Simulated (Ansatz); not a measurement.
## CrO2 in Ansatz: the effect of target pressure

The system is CrO2.

```
Cr O
1.0
     4.42100    0.00000    0.00000
     0.00000    4.42100    0.00000
     0.00000    0.00000    2.91700
Cr O
2 4
Direct
  0.50000 0.50000 0.50000
  0.00000 0.00000 0.00000
  0.80100 0.19900 0.50000
  0.69900 0.69900 0.00000
  0.19900 0.80100 0.50000
  0.30100 0.30100 0.00000
```

Alike in all runs:

* Program: Ansatz 0.2.0
* Task: relaxation of cell and atoms
* Functional: PBEsol
* Potentials or basis: Ansatz PAW
* Cutoff: 420 eV (not typed: the program's choice for these potentials)
* k mesh: 6 × 6 × 9
* Occupations: fermi-dirac, width 0.05 eV
* Spin: collinear spin, ferromagnetic start
* Starting moments: [3.0, 3.0, 0.0, 0.0, 0.0, 0.0] μB

Each run relaxes the cell or the atoms first.

One run gave: relaxed volume 8.96 Å³/atom. Which target pressure did it use?
A. 10 GPa
B. 30 GPa
C. 20 GPa
D. 0 GPa
E. 2 GPa

A.

```csv
target pressure,relaxed volume (Å³/atom)
0 GPa,9.29
2 GPa,9.21
5 GPa,9.11
10 GPa,8.96
20 GPa,8.69
30 GPa,8.45
```

Caveats: the plane-wave basis is chosen anew once the cell has moved, so the energies of steps on either side of that aren't comparable; only a ferromagnetic start was run, and an antiferromagnetic order may lie lower in energy; the PAW data sets come from PBE, with cores solved anew for the run's functional, which leaves a small shift of forces and pressure.
